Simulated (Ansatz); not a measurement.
# Lu: strong compression

Aim: compress Lu (diamond type) step by step, far beyond the usual range, and follow pressure and electronic structure. Methods of the runs shown: LAPW, crystal datasets and norm-conserving. Companion runs by PAW are cited. Its runs: the reference run (LAPW); volume scaled by 1 (crystal datasets and norm-conserving); volume scaled by 0.9 (LAPW); volume scaled by 0.8 (LAPW); volume scaled by 0.7 (LAPW and norm-conserving); volume scaled by 0.6 (LAPW, crystal datasets and norm-conserving); volume scaled by 0.5 (LAPW and crystal datasets); volume scaled by 0.4 (LAPW, crystal datasets and norm-conserving).

This is Lu in the diamond structure; at room conditions it is hcp.

Method: DFT PBE, with the methods named in each step, in Ansatz 0.2.0.

1 further run of the same task is left out (set aside as unsound or not needed).

### 1 The starting structure

The structure is cubic, space group Fd-3m (No. 227). Conventional cell: a = 7.402 Å, b = 7.402 Å, c = 7.402 Å, α = 90.00°, β = 90.00°, γ = 90.00°. Lu (site symmetry -43m) has 4 Lu at 3.21 Å as nearest neighbours.

As a file:

```
CELL_PARAMETERS angstrom
0.00000 3.70082 3.70082
3.70082 0.00000 3.70082
3.70082 3.70082 0.00000
ATOMIC_POSITIONS crystal
Lu 0.87500 0.87500 0.87500
Lu 0.12500 0.12500 0.12500
```

Whether this phase is the stable one at these pressures isn't tested.

Atoms are numbered in the order of the input: Lu1, Lu2.

### 2 The reference volume, LAPW

Contents of input.yaml:

```yaml
crystal:
  lattice:
    - [0.0, 3.7008248714, 3.7008248714]
    - [3.7008248714, 0.0, 3.7008248714]
    - [3.7008248714, 3.7008248714, 0.0]
  atoms:
    - { symbol: Lu, position: [-0.125, -0.125, -0.125] }
    - { symbol: Lu, position: [0.125, 0.125, 0.125] }
kpoints:
  mp_grid: { grid: [10, 10, 10] }
  band_path:
    path:
      - [0.0, 0.0, 0.0]
      - [0.5, 0.0, 0.5]
      - [0.625, 0.25, 0.625]
      - [0.375, 0.375, 0.75]
      - [0.0, 0.0, 0.0]
      - [0.5, 0.5, 0.5]
      - [0.5, 0.25, 0.75]
      - [0.5, 0.0, 0.5]
    npoints: 14
scf:
  occupations: { method: fermi_dirac, width: 0.08 }
hamiltonian:
  xc: pbe
  pseudopotentials: { kind: all_electron, lapw: { basis_error: 0.001 } }
output:
  forces: true
  stress: true
  eigenvalues: true
  populations: true
  dos: { projected: true, de: 0.2, e_range: [-14, 8] }
```

Command:

```sh
$ ansatz run input.yaml --threads 1 --pin off --max-ram 2048MiB --backend cpu --events-out ev --progress --plain --runs-dir out
```

### 3 Volume scaled by 1, crystal datasets

Contents of input.yaml:

```yaml
crystal:
  lattice:
    - [0.0, 3.7008248714, 3.7008248714]
    - [3.7008248714, 0.0, 3.7008248714]
    - [3.7008248714, 3.7008248714, 0.0]
  atoms:
    - { symbol: Lu, position: [-0.125, -0.125, -0.125] }
    - { symbol: Lu, position: [0.125, 0.125, 0.125] }
kpoints:
  mp_grid: { grid: [10, 10, 10] }
scf:
  occupations: { method: fermi_dirac, width: 0.08 }
hamiltonian:
  xc: pbe
  pseudopotentials: { kind: all_electron, datasets: crystal }
output:
  forces: true
  stress: true
  eigenvalues: true
```

### 4 Volume scaled by 1, norm-conserving

Edit input.yaml of step 3 so:

```diff
@@ -14,3 +14,3 @@
   xc: pbe
-  pseudopotentials: { kind: all_electron, datasets: crystal }
+  pseudopotentials: { kind: nc }
 output:
```

### 5 Volume scaled by 0.9, LAPW

Contents of input.yaml:

```yaml
crystal:
  lattice:
    - [0.0, 3.5731071276, 3.5731071276]
    - [3.5731071276, 0.0, 3.5731071276]
    - [3.5731071276, 3.5731071276, 0.0]
  atoms:
    - { symbol: Lu, position: [-0.125, -0.125, -0.125] }
    - { symbol: Lu, position: [0.125, 0.125, 0.125] }
kpoints:
  mp_grid: { grid: [10, 10, 10] }
scf:
  occupations: { method: fermi_dirac, width: 0.08 }
hamiltonian:
  xc: pbe
  pseudopotentials: { kind: all_electron, lapw: { basis_error: 0.001 } }
output:
  forces: true
  stress: true
  eigenvalues: true
  populations: true
```

### 6 Volume scaled by 0.8, LAPW

Edit input.yaml of step 5 so:

```diff
@@ -2,5 +2,5 @@
   lattice:
-    - [0.0, 3.5731071276, 3.5731071276]
-    - [3.5731071276, 0.0, 3.5731071276]
-    - [3.5731071276, 3.5731071276, 0.0]
+    - [0.0, 3.4355414796, 3.4355414796]
+    - [3.4355414796, 0.0, 3.4355414796]
+    - [3.4355414796, 3.4355414796, 0.0]
   atoms:
```

### 7 Volume scaled by 0.7, LAPW

Edit input.yaml of step 6 so:

```diff
@@ -2,5 +2,5 @@
   lattice:
-    - [0.0, 3.4355414796, 3.4355414796]
-    - [3.4355414796, 0.0, 3.4355414796]
-    - [3.4355414796, 3.4355414796, 0.0]
+    - [0.0, 3.285977213, 3.285977213]
+    - [3.285977213, 0.0, 3.285977213]
+    - [3.285977213, 3.285977213, 0.0]
   atoms:
```

### 8 Volume scaled by 0.7, norm-conserving

Edit input.yaml of step 7 so:

```diff
@@ -14,3 +14,3 @@
   xc: pbe
-  pseudopotentials: { kind: all_electron, lapw: { basis_error: 0.001 } }
+  pseudopotentials: { kind: nc }
 output:
@@ -19,2 +19 @@
   eigenvalues: true
-  populations: true
```

### 9 Volume scaled by 0.6, LAPW

Contents of input.yaml:

```yaml
crystal:
  lattice:
    - [0.0, 3.1213965851, 3.1213965851]
    - [3.1213965851, 0.0, 3.1213965851]
    - [3.1213965851, 3.1213965851, 0.0]
  atoms:
    - { symbol: Lu, position: [-0.125, -0.125, -0.125] }
    - { symbol: Lu, position: [0.125, 0.125, 0.125] }
kpoints:
  mp_grid: { grid: [10, 10, 10] }
scf:
  occupations: { method: fermi_dirac, width: 0.08 }
hamiltonian:
  xc: pbe
  pseudopotentials: { kind: all_electron, lapw: { basis_error: 0.001 } }
output:
  forces: true
  stress: true
  eigenvalues: true
  populations: true
```

### 10 Volume scaled by 0.6, crystal datasets

Edit input.yaml of step 9 so:

```diff
@@ -14,3 +14,3 @@
   xc: pbe
-  pseudopotentials: { kind: all_electron, lapw: { basis_error: 0.001 } }
+  pseudopotentials: { kind: all_electron, datasets: crystal }
 output:
@@ -19,2 +19 @@
   eigenvalues: true
-  populations: true
```

### 11 Volume scaled by 0.6, norm-conserving

Edit input.yaml of step 10 so:

```diff
@@ -14,3 +14,3 @@
   xc: pbe
-  pseudopotentials: { kind: all_electron, datasets: crystal }
+  pseudopotentials: { kind: nc }
 output:
```

### 12 Volume scaled by 0.5, LAPW

Contents of input.yaml:

```yaml
crystal:
  lattice:
    - [0.0, 2.937346647, 2.937346647]
    - [2.937346647, 0.0, 2.937346647]
    - [2.937346647, 2.937346647, 0.0]
  atoms:
    - { symbol: Lu, position: [-0.125, -0.125, -0.125] }
    - { symbol: Lu, position: [0.125, 0.125, 0.125] }
kpoints:
  mp_grid: { grid: [10, 10, 10] }
scf:
  occupations: { method: fermi_dirac, width: 0.08 }
hamiltonian:
  xc: pbe
  pseudopotentials: { kind: all_electron, lapw: { basis_error: 0.001 } }
output:
  forces: true
  stress: true
  eigenvalues: true
  populations: true
```

### 13 Volume scaled by 0.5, crystal datasets

Edit input.yaml of step 12 so:

```diff
@@ -14,3 +14,3 @@
   xc: pbe
-  pseudopotentials: { kind: all_electron, lapw: { basis_error: 0.001 } }
+  pseudopotentials: { kind: all_electron, datasets: crystal }
 output:
@@ -19,2 +19 @@
   eigenvalues: true
-  populations: true
```

### 14 Volume scaled by 0.4, LAPW

Contents of input.yaml:

```yaml
crystal:
  lattice:
    - [0.0, 2.7267910794, 2.7267910794]
    - [2.7267910794, 0.0, 2.7267910794]
    - [2.7267910794, 2.7267910794, 0.0]
  atoms:
    - { symbol: Lu, position: [-0.125, -0.125, -0.125] }
    - { symbol: Lu, position: [0.125, 0.125, 0.125] }
kpoints:
  mp_grid: { grid: [10, 10, 10] }
  band_path:
    path:
      - [0.0, 0.0, 0.0]
      - [0.5, 0.0, 0.5]
      - [0.625, 0.25, 0.625]
      - [0.375, 0.375, 0.75]
      - [0.0, 0.0, 0.0]
      - [0.5, 0.5, 0.5]
      - [0.5, 0.25, 0.75]
      - [0.5, 0.0, 0.5]
    npoints: 8
scf:
  occupations: { method: fermi_dirac, width: 0.08 }
hamiltonian:
  xc: pbe
  pseudopotentials: { kind: all_electron, lapw: { basis_error: 0.001 } }
output:
  forces: true
  stress: true
  eigenvalues: true
  populations: true
  dos: { projected: true, de: 0.2, e_range: [-14, 8] }
```

### 15 Volume scaled by 0.4, crystal datasets

Contents of input.yaml:

```yaml
crystal:
  lattice:
    - [0.0, 2.7267910794, 2.7267910794]
    - [2.7267910794, 0.0, 2.7267910794]
    - [2.7267910794, 2.7267910794, 0.0]
  atoms:
    - { symbol: Lu, position: [-0.125, -0.125, -0.125] }
    - { symbol: Lu, position: [0.125, 0.125, 0.125] }
kpoints:
  mp_grid: { grid: [10, 10, 10] }
scf:
  occupations: { method: fermi_dirac, width: 0.08 }
hamiltonian:
  xc: pbe
  pseudopotentials: { kind: all_electron, datasets: crystal }
output:
  forces: true
  stress: true
  eigenvalues: true
```

### 16 Volume scaled by 0.4, norm-conserving

Edit input.yaml of step 15 so:

```diff
@@ -14,3 +14,3 @@
   xc: pbe
-  pseudopotentials: { kind: all_electron, datasets: crystal }
+  pseudopotentials: { kind: nc }
 output:
```

(Steps that only read results are left out.)

What does the calculation give? Wanted: LAPW pressure at 0.4 of the volume; PAW pressure at 0.4 of the volume; PAW; crystal datasets pressure at 0.4 of the volume; norm-conserving pressure at 0.4 of the volume; fitted bulk modulus at zero pressure.

As calculated:

```
                                          quantity     value
                LAPW pressure at 0.4 of the volume  38.4 GPa
                 PAW pressure at 0.4 of the volume  38.3 GPa
PAW (level accurate) pressure at 0.4 of the volume  38.6 GPa
    crystal datasets pressure at 0.4 of the volume  38.4 GPa
     norm-conserving pressure at 0.4 of the volume  38.0 GPa
       fitted bulk modulus at zero pressure (LAPW)   4.7 GPa
                           its pressure derivative      4.23
```

In words: At 0.4 of the starting volume LAPW gives 38 GPa. A third-order Birch-Murnaghan curve fits the range only roughly (B₀ = 4.7 GPa, B′ = 4.23, misfit at most 0.51 GPa). A fit over so wide a range leans to the high pressures, so B₀ can be off by several per cent. Where LAPW's pressure is over 3 GPa, PAW's departs from it by at most 0.3 %, at 0.4 of the volume. The ions are at rest, and the electrons smeared by 0.08 eV. Spin-orbit coupling is left out, though the cell holds Lu; in elements this heavy it can shift bands and gaps by tenths of an eV.
